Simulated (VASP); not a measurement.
# Mo (Im-3m) in VASP: notebook, part 2 of 2

VASP 6.6.1. The steps go on from the part before.

## 4. Relaxation of cell and atoms, PBE+D3(BJ)

File INCAR:

```
SYSTEM = Mo
  ALGO = Normal
  EDIFF = 1E-6
  EDIFFG = -0.01
  ENCUT = 600
  GGA = PE
  IBRION = 2
  ISIF = 3
  ISMEAR = 1
  IVDW = 12
  LASPH = .True.
  LCHARG = .False.
  LREAL = .False.
  LWAVE = .False.
  NELM = 80
  NSW = 90
  PREC = Accurate
  SIGMA = 0.1
```

File KPOINTS:

```
k-points
0
Gamma
  16 16 16
  0 0 0
```

File POSCAR:

```
Mo
1.0
   -1.5734150000      1.5734150000      1.5734150000
    1.5734150000     -1.5734150000      1.5734150000
    1.5734150000      1.5734150000     -1.5734150000
Mo
1
Direct
    0.0000000000      0.0000000000      0.0000000000
```

The run is started by

```sh
$ cat potpaw_PBE.64/Mo_sv/POTCAR > POTCAR
$ mpirun -np 1 vasp_std > vasp.out
```

Wall time 33 s (1 thread of Intel Xeon Platinum 8259CL at 2.50GHz (Skylake/Cascade Lake), shared host); peak memory 0.18 GiB.

It converged, with:

```yaml
Free_energy: -11.6566 eV
Relaxed_volume: 15.36 Å³/atom
Relaxed_cell: a = 2.712 Å, b = 2.712 Å, c = 2.712 Å, α = 109.47°, β = 109.47°, γ = 109.47°
Space_group_after_relaxing_to_0.05_Å: Im-3m (No. 229)
Energy_gained_by_relaxing: 2.8 meV/atom
Ionic_steps: 3
Pressure_after_relaxing: -0.1 GPa
Band_gap_on_the_k_mesh: none (metal or under the smearing width)
Dispersion_energy_per_atom: -0.727 eV
```

The path:
| step | energy change (eV) | largest force (eV/Å) | pressure (GPa) | volume (Å³) |
| --- | --- | --- | --- | --- |
| 1 | 0.0000 | 0.0000 | -3.92 | 15.58 |
| 2 | 0.0205 | 0.0000 | 12.52 | 14.74 |
| 3 | -0.0028 | 0.0000 | -0.07 | 15.36 |

Final structure:
```
Mo
1.0
    -1.56593    1.56593    1.56593
     1.56593   -1.56593    1.56593
     1.56593    1.56593   -1.56593
Mo
1
Direct
  0.00000 0.00000 0.00000
```

Levels at points of the mesh, in eV from the Fermi level:
```csv
k point,band 3,band 4,band 5,band 6,band 7,band 8,band 9,band 10,band 11
"(0.00, 0.00, 0.00)",-34.52,-34.52,-7.31,-1.41,-1.41,-1.41,1.68,1.68,14.84
"(0.50, 0.00, 0.00)",-34.99,-34.53,-5.44,-3.50,1.68,1.72,2.37,4.86,11.98
"(0.50, 0.50, 0.50)",-35.53,-35.53,-5.59,-5.59,4.07,4.07,4.07,9.19,9.19
```

Caveat: pairwise dispersion overbinds metals, which lowers pressure and volume.

## 5. Relaxation of cell and atoms, PBE+D3(BJ)

This run uses another cell than the first one, of 15.36 Å³/atom, 0.986 times its volume.

Edit INCAR of step 4 so:

```diff
@@ -2,4 +2,4 @@
   ALGO = Normal
-  EDIFF = 1E-6
-  EDIFFG = -0.01
+  EDIFF = 1E-7
+  EDIFFG = -0.005
   ENCUT = 600
```

KPOINTS is that of step 4.

File POSCAR:

```
Mo                                      
1.0
   -1.5659287696      1.5659287696      1.5659287696
    1.5659287696     -1.5659287696      1.5659287696
    1.5659287696      1.5659287696     -1.5659287696
  Mo            
     1
Direct
     0.0000000000000000    0.0000000000000000    0.0000000000000000
```

Potentials or basis: VASP PAW PBE potentials, release 64 (Mo_sv).

The run is started by

```sh
$ cat potpaw_PBE.64/Mo_sv/POTCAR > POTCAR
$ mpirun -np 1 vasp_std > vasp.out
```

OUTCAR:

```text
SYSTEM = Mo
   EDIFF = 1E-7
   EDIFFG = -0.005
   ENCUT = 600
   GGA = PE
   IBRION = 2
   ISIF = 3
   ISMEAR = 1
   IVDW = 12
   LASPH = .True.
   LREAL = .False.
   NELM = 80
   NSW = 90
   PREC = Accurate
 IVDW          = 12

 ion  position               nearest neighbor table
   1  0.000  0.000  0.000-

  LATTYP: Found a body centered cubic cell.
 ALAT       =     3.1318575392

  Lattice vectors:

 A1 = (  -1.5659287696,   1.5659287696,   1.5659287696)
 A2 = (   1.5659287696,  -1.5659287696,   1.5659287696)
 A3 = (   1.5659287696,   1.5659287696,  -1.5659287696)

Analysis of symmetry for initial positions (statically):
=====================================================================
 Subroutine PRICEL returns:
 Original cell was already a primitive cell.

 Routine SETGRP: Setting up the symmetry group for a
 body centered cubic supercell.

 Subroutine GETGRP returns: Found 48 space group operations
 (whereof 48 operations were pure point group operations)
 out of a pool of 48 trial point group operations.

The static configuration has the point symmetry O_h .

Analysis of symmetry for dynamics (positions and initial velocities):
=====================================================================
 Subroutine PRICEL returns:
 Original cell was already a primitive cell.

 Routine SETGRP: Setting up the symmetry group for a
[... 150 lines left out ...]
  ext. energy  EPLUGINS =         0.00000000
  ---------------------------------------------------
  free energy    TOTEN  =       -10.92929641 eV

  energy without entropy =      -10.92981761  energy(sigma->0) =      -10.92947014

------------------------ aborting loop because EDIFF is reached ----------------------------------------

 Edisp (eV)   -0.72707

 E8    (eV) :    -0.3427
[... 69 lines left out ...]
--------------------------------------- Ionic step        3  -------------------------------------------

 number of electron      14.0000001 magnetization

 Free energy of the ion-electron system (eV)
  ---------------------------------------------------
  ext. energy  EPLUGINS =         0.00000000
  ---------------------------------------------------
  free energy    TOTEN  =       -10.92904318 eV

  energy without entropy =      -10.92956325  energy(sigma->0) =      -10.92921654

 E-fermi :  12.8995     XC(G=0): -13.4904

 val. band max:       12.8702155105   @ k =  -0.1875   0.1875   0.0625
 cond. band min:      12.9265731931   @ k =   0.3750   0.0000   0.0000
 fundamental gap:      0.0563576825
 Fermi energy:        12.8995040183

 k-point     1 :       0.0000    0.0000    0.0000
  band No.  band energies     occupation
      1     -48.3918      2.00000
      2     -21.6166      2.00000
      3     -21.6166      2.00000
      4     -21.6166      2.00000
      5       5.5903      2.00000
      6      11.4896      2.00000
      7      11.4896      2.00000
      8      11.4896      2.00000
      9      14.5818     -0.00000
     10      14.5818     -0.00000
     11      27.7423      0.00000
[... 309 lines left out ...]
 k-point    24 :       0.2500    0.1875    0.0000
  band No.  band energies     occupation
      1     -48.1406      2.00000
      2     -22.7791      2.00000
      3     -22.0979      2.00000
      4     -21.7452      2.00000
      5       8.6396      2.00000
      6       9.9010      2.00000
      7      11.0647      2.00000
      8      13.9983     -0.00000
      9      15.3717      0.00000
     10      17.6343      0.00000
     11      26.2917      0.00000

 [... further k-points ...]

------------------------ aborting loop because EDIFF is reached ----------------------------------------

 Edisp (eV)   -0.72733

 E8    (eV) :    -0.3428
[... 24 lines left out ...]
  FREE ENERGIE OF THE ION-ELECTRON SYSTEM (eV)
  ---------------------------------------------------
  free  energy   TOTEN  =       -11.6563703319 eV

  energy  without entropy=      -11.6568904024  energy(sigma->0) =      -11.65654369

 reached required accuracy - stopping structural energy minimisation
```

CONTCAR:

```text
Mo
   1.00000000000000
    -1.5657546197759085    1.5657546197759085    1.5657546197759085
     1.5657546197759085   -1.5657546197759085    1.5657546197759085
     1.5657546197759085    1.5657546197759085   -1.5657546197759085
  Mo
     1
Direct
     0.0000000000000000    0.0000000000000000    0.0000000000000000

  0.00000000E+00  0.00000000E+00  0.00000000E+00
```

Run time: 30 s. Hardware: 1 thread of Intel Xeon Platinum 8259CL at 2.50GHz (Skylake/Cascade Lake), shared host; peak memory 0.17 GiB.

What came out:

```yaml
Free_energy: -11.6564 eV
Relaxed_volume: 15.35 Å³/atom
Relaxed_cell: a = 2.712 Å, b = 2.712 Å, c = 2.712 Å, α = 109.47°, β = 109.47°, γ = 109.47°
Space_group_after_relaxing_to_0.05_Å: Im-3m (No. 229)
Energy_gained_by_relaxing: 0.0 meV/atom
Ionic_steps: 3
Pressure_after_relaxing: 0.0 GPa
Band_gap_on_the_k_mesh: none (metal or under the smearing width)
Dispersion_energy_per_atom: -0.727 eV
```

Final structure:
```
CELL_PARAMETERS angstrom
-1.56575 1.56575 1.56575
1.56575 -1.56575 1.56575
1.56575 1.56575 -1.56575
ATOMIC_POSITIONS crystal
Mo 0.00000 0.00000 0.00000
```

Levels at points of the mesh, in eV from the Fermi level:
```csv
k point,band 3,band 4,band 5,band 6,band 7,band 8,band 9,band 10,band 11
"(0.00, 0.00, 0.00)",-34.52,-34.52,-7.31,-1.41,-1.41,-1.41,1.68,1.68,14.84
"(0.50, 0.00, 0.00)",-34.99,-34.53,-5.45,-3.50,1.68,1.72,2.37,4.86,11.91
"(0.50, 0.50, 0.50)",-35.53,-35.53,-5.59,-5.59,4.07,4.07,4.07,9.19,9.19
```

Caveat: pairwise dispersion overbinds metals, which lowers pressure and volume.

## 6. Relaxation of cell and atoms, LDA

File INCAR:

```
ALGO     = Normal         # electronic algorithm
EDIFF    = 1E-6           # SCF threshold, eV
EDIFFG   = -0.01          # ionic threshold
ENCUT    = 600            # plane-wave cutoff, eV
IBRION   = 2              # ionic algorithm
ISIF     = 3              # what is computed and relaxed
ISMEAR   = 1              # smearing method
LASPH    = T              # aspherical terms in the spheres
LCHARG   = F              # write CHGCAR
LREAL    = F              # projectors in reciprocal space
LWAVE    = F              # write WAVECAR
NELM     = 80             # most SCF steps
NSW      = 90             # ionic steps
PREC     = Accurate       # precision mode
SIGMA    = 0.1            # smearing width, eV
```

File KPOINTS:

```
k-points
0
Gamma
  16 16 16
```

File POSCAR:

```
Mo
1.0
   -1.5734150000      1.5734150000      1.5734150000
    1.5734150000     -1.5734150000      1.5734150000
    1.5734150000      1.5734150000     -1.5734150000
Mo
1
Direct
    0.0000000000      0.0000000000      0.0000000000
```

Potentials or basis: VASP PAW LDA potentials, release 64 (Mo_sv).

The run is started by

```sh
$ cat potpaw_LDA.64/Mo_sv/POTCAR > POTCAR
$ mpirun -np 1 vasp_std > vasp.out
```

It took 30 s on 1 thread of Intel Xeon 6975P-C (Granite Rapids), shared host; peak memory 0.16 GiB.

The run converged. Its results:

| Property | Result |
| --- | --- |
| Free energy | -12.1364 eV |
| Relaxed volume | 15.12 Å³/atom |
| Relaxed cell | a = 2.698 Å, b = 2.698 Å, c = 2.698 Å, α = 109.47°, β = 109.47°, γ = 109.47° |
| Space group after relaxing (to 0.05 Å) | Im-3m (No. 229) |
| Energy gained by relaxing | 12.5 meV/atom |
| Ionic steps | 4 |
| Pressure after relaxing | 0.0 GPa |
| Band gap on the k mesh | none (metal or under the smearing width) |

The path:
| step | energy change (eV) | largest force (eV/Å) | pressure (GPa) | volume (Å³) |
| --- | --- | --- | --- | --- |
| 1 | 0.0000 | 0.0000 | -8.37 | 15.58 |
| 2 | 0.1053 | 0.0000 | 31.43 | 13.82 |
| 3 | -0.0125 | 0.0000 | -0.30 | 15.13 |
| 4 | -0.0125 | 0.0000 | -0.04 | 15.12 |

Final structure:
```yaml
crystal:
  lattice:
    - [-1.55760, 1.55760, 1.55760]
    - [1.55760, -1.55760, 1.55760]
    - [1.55760, 1.55760, -1.55760]
  atoms:
    - { symbol: Mo, position: [0.00000, 0.00000, 0.00000] }
```

Levels at points of the mesh, in eV from the Fermi level:
| k point | band 5 | band 6 | band 7 | band 8 | band 9 | band 10 |
| --- | --- | --- | --- | --- | --- | --- |
| (0.00, 0.00, 0.00) | -7.36 | -1.46 | -1.46 | -1.46 | 1.67 | 1.67 |
| (0.50, 0.00, 0.00) | -5.56 | -3.60 | 1.72 | 1.79 | 2.37 | 5.00 |
| (0.50, 0.50, 0.50) | -5.75 | -5.75 | 4.19 | 4.19 | 4.19 | 9.29 |

LDA usually gives volumes a few per cent too small. Zero-point motion and thermal expansion aren't in these numbers.

## 7. The runs side by side

```csv
level,potentials or basis,gap on the mesh (eV),pressure (GPa),relaxed volume (Å³/atom)
RPBE,"VASP PAW PBE potentials, release 64 (Mo_sv)",none,0.0,-
PBE+D3(BJ),"VASP PAW PBE potentials, release 64 (Mo_sv)",none,0.0,15.35
LDA,"VASP PAW LDA potentials, release 64 (Mo_sv)",none,0.0,15.12
```

Alike in all rows: task relaxation of cell and atoms; no spin polarisation; cell relaxed; k mesh 16 × 16 × 16; cutoff (eV) 600; smearing methfessel-paxton 0.1 eV.

Caveats: the relaxation stopped at its first step, so nothing moved (some runs); the PAW data sets were made with another functional, which shifts forces and pressure a little (some runs); pairwise dispersion overbinds metals, which lowers pressure and volume (some runs).

Absolute energies hang on the potentials; compare differences alone.
